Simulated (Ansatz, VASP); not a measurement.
**One calculation of GaSb, two programs**

```
CELL_PARAMETERS angstrom
0.00000 3.05900 3.05900
3.05900 0.00000 3.05900
3.05900 3.05900 0.00000
ATOMIC_POSITIONS crystal
Sb 0.75000 0.75000 0.75000
Ga 0.00000 0.00000 0.00000
```

Alike in both runs: task relaxation of cell and atoms; functional PBE; k mesh 8 × 8 × 8; occupations fermi-dirac, width 0.05 eV; no spin polarisation.

|  | VASP | Ansatz |
| --- | --- | --- |
| version | VASP 6.6.1 | Ansatz 0.2.0 |
| potentials or method | VASP PAW PBE potentials, release 64 (Sb, Ga_d) | Ansatz PAW |
| plane-wave cutoff (eV) | 600 | 420 |
| valence electrons in the cell | 18 | 28 |

Ansatz gave:

```
relaxed volume (Å³/atom)                                     : 30.00
relaxed cell length with the largest relative difference (Å) : 4.394
energy change over the relaxation (meV/atom)                 : -10
```

**Question.** Which values does VASP return?

**Answer.** Relaxed volume (Å³/atom): 30.04; relaxed cell length with the largest relative difference (Å): 4.396; energy change over the relaxation (meV/atom): -10.

The two sets of potentials don't hold the same shells in valence.

Caveats: this crystal is a semiconductor, whose small gap the functional closes, so the metal is an error of the method (VASP); the plane-wave basis is chosen anew once the cell has moved, so the energies of steps on either side of that aren't comparable (Ansatz). Zero-point motion and thermal expansion aren't in these numbers. Spin-orbit coupling is left out, which matters for the levels of Sb.
